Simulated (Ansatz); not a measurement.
A plane-wave DFT run in Ansatz 0.2.0 (scalar-relativistic PAW potentials unless the input names others): input and command.

```yaml
crystal:
  lattice:
    - [2.8635676769, 0.0, 0.0]
    - [-1.4317838384, 2.4799223536, 0.0]
    - [0.0, 0.0, 4.7791851884]
  atoms:
    - { symbol: Pd, position: [0.6666666667, 0.3333333333, 0.75], spin: 0.41 }
    - { symbol: Pd, position: [0.3333333333, 0.6666666667, 0.25], spin: 0.41 }
basis:
  ecutwfc: 420
  ecutrho_ratio: 8
kpoints:
  mp_grid: { grid: [18, 18, 10] }
hamiltonian:
  xc: pbe
scf:
  occupations: { method: gaussian, width: 0.1 }
output:
  forces: true
  eigenvalues: true
  stress: true
magnetization:
  spin_polarized: true
```

```bash
ansatz run input.yaml --threads 1 --pin off --max-ram 2560MiB --backend cpu --events-out ev --progress --plain --runs-dir out
```

Abridged log:
```
Pseudopotentials: kind: paw
Pseudopotential: Pd, paw, valence charge 18, recommended cutoff 420 eV (normal)
Functional definition: PBE
Crystal: 2 atoms, lattice volume = 33.939 Å³
Basis set: ecut = 420 eV, 663 PW (Γ), exchange–correlation on 60×60×96 points (8 copies of the dense FFT grid, shifted against one another)
Bands: 23, of which v1, the nominal top of the filled ones, is band 18 counted from 1 (17 counted from 0)
Symmetry: 24 space group operations
Space group: P63/mmc (ITA 194), of the structure as read, at distance tolerance 3.2e-5 Å
Magnetic group: BNS 194.263 (UNI 1493), of the structure as read, at distance tolerance 3.2e-5 Å
k-points: 222 of 3240
Initial density: superposition of atomic densities (chi_scale 0.1, normalization cell)
Starting moments: Σ|m| = 0.82 μB on 2 of 2 sites
Initial wavefunctions: pseudopotential atomic-orbital guess
Functional: x = pbe(κ = 0.804, μ = 0.21951497), c = pbe(β = 0.06672455)
SCF iter   1: F=—  HF=-13947.461547 eV  |F-HF|=—  |Δ(HF+E_count)|=         —  Δρ=7.49e-2 (↑7.49e-2 ↓7.22e-2) dr2=7.93e0  dr2_m=6.40e-3  M=0.748 μB ∫|m|=0.760 μB  β_m=0.30  ethr=3.10e-3  ⟨swp⟩=5.0  Hψ=42849  notcnv=0
spin=Collinear: Kerker preconditioning applied to the charge; magnetization (m = ρ↑ − ρ↓) channel mixes plain (no charge-response kernel on spin).
SCF iter   2: F=—  HF=-13946.095301 eV  |F-HF|=—  |Δ(HF+E_count)|=    1.37e0  Δρ=4.12e-2 (↑4.02e-2 ↓4.12e-2) dr2=2.46e0  dr2_m=2.84e-3  M=0.758 μB ∫|m|=0.780 μB  β_m=1.00  ethr=3.10e-3  ⟨swp⟩=2.4  Hψ=20771  notcnv=0  defer=207
spin-set hold released at iteration 2 (site moments show no strong build): the magnetisation degrees of freedom join the quasi-Newton model from the next iteration; the mixer history was kept
SCF iter   3: F=—  HF=-13945.518703 eV  |F-HF|=—  |Δ(HF+E_count)|=   5.77e-1  Δρ=1.42e-2 (↑1.42e-2 ↓1.42e-2) dr2=1.18e-1  dr2_m=4.08e-4  M=0.758 μB ∫|m|=0.801 μB  β_m=0.30  ethr=3.10e-3  ⟨swp⟩=2.1  Hψ=16912  notcnv=0  defer=207
SCF iter   4: F=—  HF=-13945.518792 eV  |F-HF|=—  |Δ(HF+E_count)|=   8.87e-5  Δρ=3.70e-3 (↑3.43e-3 ↓3.70e-3) dr2=5.30e-3  dr2_m=2.26e-3  M=0.776 μB ∫|m|=0.841 μB  β_m=0.65  ethr=3.29e-4  ⟨swp⟩=2.0  Hψ=22837  notcnv=0  defer=235
SCF iter   5: F=—  HF=-13945.521566 eV  |F-HF|=—  |Δ(HF+E_count)|=   2.77e-3  Δρ=1.80e-3 (↑1.80e-3 ↓1.54e-3) dr2=1.30e-3  dr2_m=3.31e-4  M=0.776 μB ∫|m|=0.838 μB  β_m=0.82  ethr=1.47e-5  ⟨swp⟩=2.4  Hψ=15599  notcnv=0  defer=235
SCF iter   6: F=—  HF=-13945.522714 eV  |F-HF|=—  |Δ(HF+E_count)|=   1.15e-3  Δρ=3.18e-4 (↑3.11e-4 ↓3.18e-4) dr2=8.90e-5  dr2_m=6.71e-6  M=0.776 μB ∫|m|=0.835 μB  β_m=0.91  ethr=3.60e-6  ⟨swp⟩=2.4  Hψ=14641  notcnv=0  defer=235
SCF iter   7: F=—  HF=-13945.522765 eV  |F-HF|=—  |Δ(HF+E_count)|=   5.13e-5  Δρ=9.09e-5 (↑4.89e-5 ↓9.09e-5) dr2=4.07e-6  dr2_m=6.47e-7  M=0.775 μB ∫|m|=0.832 μB  β_m=0.96  ethr=2.47e-7  ⟨swp⟩=2.2  Hψ=13712  notcnv=0  defer=235
SCF iter   8: F=—  HF=-13945.522766 eV  |F-HF|=—  |Δ(HF+E_count)|=   7.63e-7  Δρ=1.15e-5 (↑1.14e-5 ↓1.15e-5) dr2=8.17e-8  dr2_m=8.44e-9  M=0.774 μB ∫|m|=0.831 μB  β_m=0.98  ethr=2.78e-10  ⟨swp⟩=5.5  Hψ=42376  notcnv=0
SCF iter   9: F=-13945.522766 eV  HF=-13945.522766 eV  |F-HF|=1.09e-11  |Δ(HF+E_count)|=   3.04e-8  Δρ=2.67e-6 (↑2.67e-6 ↓2.59e-6) dr2=6.62e-9  dr2_m=1.52e-10  M=0.774 μB ∫|m|=0.831 μB  ethr=2.27e-10  ⟨swp⟩=3.0  Hψ=27168  notcnv=0
SCF 1 converged in 9 iterations: F = -13945.522766 eV  dr2 = 6.62e-9
SCF converged after 9 iterations
Magnetization: 0.7743 μB (18.3871 up, 17.6129 down)
Absolute magnetization: 0.8309 μB (∫|ρ↑−ρ↓|, with the PAW one-centre terms)
Spin contamination: 0.0025 ħ² per cell (⟨S²⟩ above its minimum at these occupations)
Per-site moments (μB) at R_I (Å): [(0.39990122, 1.18122166), (0.39990122, 1.18122166)]
Free energy (F): -13945.522766 eV
Harris-Foulkes:  -13945.522766 eV  (|F-HF|=1.09e-11)
Internal energy: -13945.503122 eV  (E = F + TS)
E sigma→0 (E₀):  -13945.512944 eV
Entropy (-TS):   -0.019644 eV (-9.822 meV/atom)
Fermi energy:    16.390561 eV
--- Forces (eV/Å), atoms counted from 1 ---
  atom   1  Pd     0.00000000     0.00000000     0.00000000
  atom   2  Pd     0.00000000     0.00000000     0.00000000
--- Stress (GPa, compression-positive) ---
      -12.062305       0.000000       0.000000
        0.000000     -12.062305       0.000000
        0.000000       0.000000     -12.013674
  P = ⅓ Tr σ = -12.0461 GPa (-120.461 kbar)
```

Apart from outputs, empty bands and the relaxation, which only the reference makes, the input differs from a reference run on usual settings in basis.ecutrho_ratio: not typed → 8. The reference, at the same geometry, ended its own course with pressure -12.05 GPa, largest force 0.000 eV/Å, no gap on the mesh. This run converged in 9 SCF iterations with an energy at zero smearing within 0.01 meV/atom of the reference's, pressure -12.05 GPa, largest force 0.000 eV/Å, no gap on the mesh.

The run took 32 s on 1 thread of Arm Neoverse N1 (shared host), peak memory 0.52 GiB.